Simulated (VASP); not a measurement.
# InP (F-43m) in VASP: Born charges and dielectric tensor with PBE

Aim: the Born charges and dielectric tensor of InP with PBE.

All numbers are computed with VASP 6.6.1; they aren't measurements. Logs are shortened: lines on timing, memory, paths and dates and some standing lists are left out, and cuts for length are marked.

**What was measured.**

From a printed reference work, data compilation, for a bulk crystal of InP at 1.6 K: band gap 1.4236 eV (direct).

From a printed reference work, textbook, for a bulk crystal of InP at 300 K: high-frequency dielectric constant 9.61.

The runs below are set against these values where they give the same quantity.

## Step 1: The crystal as given

Symmetry: F-43m, No. 216, cubic system. Conventional cell: a = 5.958 Å, b = 5.958 Å, c = 5.958 Å, α = 90.00°, β = 90.00°, γ = 90.00°. In (site symmetry -43m) has 4 P at 2.58 Å as nearest neighbours. Around P (site symmetry -43m) lie 4 In at 2.58 Å.

## Step 2: Born charges and dielectric tensor, PBE

INCAR reads:

```
ALGO = Normal ; EDIFF = 1E-8
ENCUT = 520 ; GGA = PE
IBRION = 8 ; ISIF = 2
ISMEAR = 0 ; LASPH = True
LCHARG = False ; LEPSILON = True
LREAL = False ; LWAVE = False
NELM = 80 ; NSW = 1
PREC = Accurate ; SIGMA = 0.02
```

KPOINTS reads:

```
k-points
0
Gamma
  10 10 10
```

POSCAR reads:

```
InP                                     
1.0
    0.0000000000      2.9788988845      2.9788988845
    2.9788988845      0.0000000000      2.9788988845
    2.9788988845      2.9788988845      0.0000000000
  In              P             
     1     1
Direct
     0.0000000000000000    0.0000000000000000    0.0000000000000000
     0.2500000000000000    0.2500000000000000    0.2500000000000000
```

Potentials or basis: VASP PAW PBE potentials, release 64 (In_d, P).

Run with:

```sh
cat potpaw_PBE.64/In_d/POTCAR potpaw_PBE.64/P/POTCAR > POTCAR
mpirun -np 1 vasp_std > vasp.out
```

OUTCAR:

```text
EDIFF = 1E-8
   ENCUT = 520
   GGA = PE
   IBRION = 8
   ISIF = 2
   ISMEAR = 0
   LASPH = True
   LEPSILON = True
   LREAL = False
   NELM = 80
   NSW = 1
   PREC = Accurate

 ion  position               nearest neighbor table
   1  0.000  0.000  0.000-   2 2.58   2 2.58   2 2.58   2 2.58
   2  0.250  0.250  0.250-   1 2.58   1 2.58   1 2.58   1 2.58

  LATTYP: Found a face centered cubic cell.
 ALAT       =     5.9577977690

  Lattice vectors:

 A1 = (   0.0000000000,   2.9788988845,   2.9788988845)
 A2 = (   2.9788988845,   0.0000000000,   2.9788988845)
 A3 = (   2.9788988845,   2.9788988845,   0.0000000000)

Analysis of symmetry for initial positions (statically):
=====================================================================
 Subroutine PRICEL returns:
 Original cell was already a primitive cell.

 Routine SETGRP: Setting up the symmetry group for a
 face centered cubic supercell.

 Subroutine GETGRP returns: Found 24 space group operations
 (whereof 24 operations were pure point group operations)
 out of a pool of 48 trial point group operations.

The static configuration has the point symmetry T_d .

Analysis of symmetry for dynamics (positions and initial velocities):
=====================================================================
 Subroutine PRICEL returns:
 Original cell was already a primitive cell.

 Routine SETGRP: Setting up the symmetry group for a
 face centered cubic supercell.

 Subroutine GETGRP returns: Found 24 space group operations
 (whereof 24 operations were pure point group operations)
 out of a pool of 48 trial point group operations.

The dynamic configuration has the point symmetry T_d .

 Subroutine INISYM returns: Found 24 space group operations
 (whereof 24 operations are pure point group operations),
 and found     1 'primitive' translations

----------------------------------------------------------------------------------------

                                     Primitive cell

  volume of cell :      52.8685

  direct lattice vectors                    reciprocal lattice vectors
     0.000000000  2.978898884  2.978898884    -0.167847255  0.167847255  0.167847255
     2.978898884  0.000000000  2.978898884     0.167847255 -0.167847255  0.167847255
     2.978898884  2.978898884  0.000000000     0.167847255  0.167847255 -0.167847255

  length of vectors
     4.212799203  4.212799203  4.212799203     0.290719973  0.290719973  0.290719973

  position of ions in fractional coordinates (direct lattice)
     0.000000000  0.000000000  0.000000000
     0.250000000  0.250000000  0.250000000

  ion indices of the primitive-cell ions
   primitive index   ion index
                 1           1
                 2           2

----------------------------------------------------------------------------------------

 KPOINTS: k-points

Automatic generation of k-mesh.
 Grid dimensions read from file:
 generate k-points for:   10   10   10

 Generating k-lattice:

  Cartesian coordinates                     Fractional coordinates (reciprocal lattice)
    -0.016784725  0.016784725  0.016784725     0.100000000  0.000000000  0.000000000
     0.016784725 -0.016784725  0.016784725     0.000000000  0.100000000  0.000000000
     0.016784725  0.016784725 -0.016784725     0.000000000  0.000000000  0.100000000

[... 532 lines left out ...]
  free energy    TOTEN  =        -2.70869925 eV

  energy without entropy =       -2.70869925

------------------------ aborting loop because EDIFF is reached ----------------------------------------

--------------------------------------- Ionic step        2  -------------------------------------------

------------------------ aborting loop because EDIFF is reached ----------------------------------------

--------------------------------------- Ionic step        3  -------------------------------------------

------------------------ aborting loop because EDIFF is reached ----------------------------------------

 PIEZOELECTRIC TENSOR FIELD DIRECTION 3  (e Angst)
 -----------------------------------------------------------------------------
    -0.00039 -2.96481  0.00000           (  0.00000 -0.02987  0.00000)
    -2.96481 -0.00039  0.00000           ( -0.02987  0.00000  0.00000)
     0.00000  0.00000 -0.00168           (  0.00000  0.00000 -0.00000)

 PIEZOELECTRIC TENSOR FIELD DIRECTION 3  (C/m^2)
 -----------------------------------------------------------------------------
    -0.00012 -0.89848  0.00000
    -0.89848 -0.00012  0.00000
     0.00000  0.00000 -0.00051

--------------------------------------- Ionic step        4  -------------------------------------------

------------------------ aborting loop because EDIFF is reached ----------------------------------------

[... ionic steps 5 to 6 ...]

--------------------------------------- Ionic step        7  -------------------------------------------

 Free energy of the ion-electron system (eV)
  ---------------------------------------------------
  ---------------------------------------------------
  free energy    TOTEN  =        -0.04923031 eV

  energy without entropy =       -0.04923031

------------------------ aborting loop because EDIFF is reached ----------------------------------------

 INTERNAL STRAIN TENSOR  FOR ION    2  DIRECTION 1   (eV/Angst):
 -----------------------------------------------------------------------------
     0.00752  0.00000  0.00000
     0.00000 -0.00226 -6.56164
     0.00000 -6.56164 -0.00226

 MACROSCOPIC STATIC DIELECTRIC TENSOR (including local field effects in DFT)
 ------------------------------------------------------
          18.534406     0.000000     0.000000
           0.000000    18.534406     0.000000
           0.000000     0.000000    18.534406
 ------------------------------------------------------

 PIEZOELECTRIC TENSOR (including local field effects)  for field in x, y, z        (e  Angst)
          XX          YY          ZZ          XY          YZ          ZX
  --------------------------------------------------------------------------------
  x    -0.00000    -0.00000    -0.00000     0.00000    -2.97098     0.00000
  y     0.00000     0.00000     0.00000     0.00000     0.00000    -2.97098
  z     0.00000    -0.00000    -0.00000    -2.97098     0.00000     0.00000

 PIEZOELECTRIC TENSOR (including local field effects)  for field in x, y, z        (C/m^2)
          XX          YY          ZZ          XY          YZ          ZX
  --------------------------------------------------------------------------------
  x    -0.00000    -0.00000    -0.00000     0.00000    -0.90035     0.00000
  y     0.00000     0.00000     0.00000     0.00000     0.00000    -0.90035
  z     0.00000    -0.00000    -0.00000    -0.90035     0.00000     0.00000

 BORN EFFECTIVE CHARGES (including local field effects) (in |e|, cummulative output)
 ---------------------------------------------------------------------------------
 ion    1
    1     2.68610     0.00000     0.00000
    2    -0.00000     2.68610    -0.00000
    3     0.00000    -0.00000     2.68610
 ion    2
    1    -2.68610    -0.00000    -0.00000
    2     0.00000    -2.68610     0.00000
    3    -0.00000     0.00000    -2.68610

 INTERNAL STRAIN TENSOR FOR ION    2 for displacements in x,y,z  (eV/Angst):
          X           Y           Z          XY          YZ          ZX
  --------------------------------------------------------------------------------
  x     0.00000    -0.00000    -0.00000     0.00000    -6.56164     0.00000
  y    -0.00000     0.00000    -0.00000     0.00000     0.00000    -6.56164
  z    -0.00000    -0.00000     0.00000    -6.56164     0.00000     0.00000

 SECOND DERIVATIVES (NOT SYMMETRIZED)
 ------------------------------------
               1X          1Y          1Z          2X          2Y          2Z
  1X    -7.229259    0.000000    0.000000    7.229259    0.000000    0.000000
  1Y     0.000000   -7.229259    0.000000    0.000000    7.229259    0.000000
  1Z     0.000000    0.000000   -7.229259    0.000000    0.000000    7.229259
  2X     7.206918    0.000000    0.000000   -7.206918    0.000000    0.000000
  2Y     0.000000    7.206918    0.000000    0.000000   -7.206918    0.000000
  2Z     0.000000    0.000000    7.206918    0.000000    0.000000   -7.206918

 Eigenvectors and eigenvalues of the dynamical matrix
 ----------------------------------------------------

   1 f  =    8.500236 THz    53.408557 2PiTHz  283.537345 cm-1    35.154135 meV
             X         Y         Z           dx          dy          dz
      0.000000  0.000000  0.000000     0.029009    0.460573   -0.000000
      1.489449  1.489449  1.489449    -0.055767   -0.885393   -0.000000
[... 21 lines left out ...]
   6 f/i=    0.005386 THz     0.033839 2PiTHz    0.179646 cm-1     0.022273 meV
             X         Y         Z           dx          dy          dz
      0.000000  0.000000  0.000000     0.627308    0.000000    0.627308
      1.489449  1.489449  1.489449     0.326320    0.000000    0.326320

--------------------------------------------------------------------------------------------------------

 MACROSCOPIC STATIC DIELECTRIC TENSOR IONIC CONTRIBUTION
 ------------------------------------------------------
           3.421293     0.000000    -0.000000
           0.000000     3.421293     0.000000
          -0.000000     0.000000     3.421293
 ------------------------------------------------------

 ELASTIC MODULI CONTR FROM IONIC RELAXATION (kBar)
 Direction    XX          YY          ZZ          XY          YZ          ZX
 --------------------------------------------------------------------------------
 XX          -0.0000      0.0000      0.0000     -0.0000      0.0000      0.0000
 YY           0.0000     -0.0000     -0.0000     -0.0000     -0.0000     -0.0000
 ZZ           0.0000     -0.0000     -0.0000      0.0000     -0.0000      0.0000
 XY          -0.0000     -0.0000      0.0000   -177.4692      0.0000     -0.0000
 YZ           0.0000     -0.0000     -0.0000      0.0000   -177.4692     -0.0000
 ZX           0.0000     -0.0000      0.0000     -0.0000     -0.0000   -177.4692
 --------------------------------------------------------------------------------

 PIEZOELECTRIC TENSOR IONIC CONTR  for field in x, y, z        (C/m^2)
          XX          YY          ZZ          XY          YZ          ZX
  --------------------------------------------------------------------------------
  x    -0.00000     0.00000     0.00000    -0.00000     0.73321     0.00000
  y    -0.00000     0.00000    -0.00000     0.00000     0.00000     0.73321
  z     0.00000     0.00000    -0.00000     0.73321    -0.00000     0.00000
```

Run time: 6.6 min. Hardware: 1 thread of Intel Xeon 6975P-C (Granite Rapids), shared host; peak memory 0.42 GiB.

What came out:

```
Band gap on the k mesh                                  : 0.44 eV, direct
Electronic dielectric tensor (diagonal)                 : 18.53
Born charges (mean of the diagonal)                     : In +2.69; P -2.69 e
Highest phonon frequency at Γ, LO-TO splitting left out : 284 cm⁻¹
```

Phonon frequencies in cm⁻¹ (negative: imaginary):
```csv
q point,frequencies
"(0.000, 0.000, 0.000)",0 0 0 284 284 284
```

Electronic dielectric tensor:
```
18.53  0.00  0.00
 0.00 18.53  0.00
 0.00  0.00 18.53
```

Born effective charge tensors (e):
atom 1, In
```
2.69 0.00 0.00
0.00 2.69 0.00
0.00 0.00 2.69
```
atom 2, P
```
-2.69  0.00  0.00
 0.00 -2.69  0.00
 0.00  0.00 -2.69
```

Caveat: the gap is small at this level, which inflates the dielectric constant; spin-orbit coupling is left out, which moves the levels of the heavy elements.

## Step 3: Against experiment

Step 2. Against the measured gap of InP, 1.4236 eV (direct; 1.6 K; a printed reference work, data compilation), the calculated 0.44 eV is off by -0.98 eV. Spin-orbit coupling on In is left out. The value is that of PBE, without temperature or zero-point motion. Semilocal functionals fall short of measured gaps as a rule. A measured high-frequency dielectric constant of InP is 9.61 (300 K; a printed reference work, textbook); the calculated 18.53 misses it by +92.9 %. So large a miss can be the level of theory's own, or it may mean another phase, state or a wrong row.
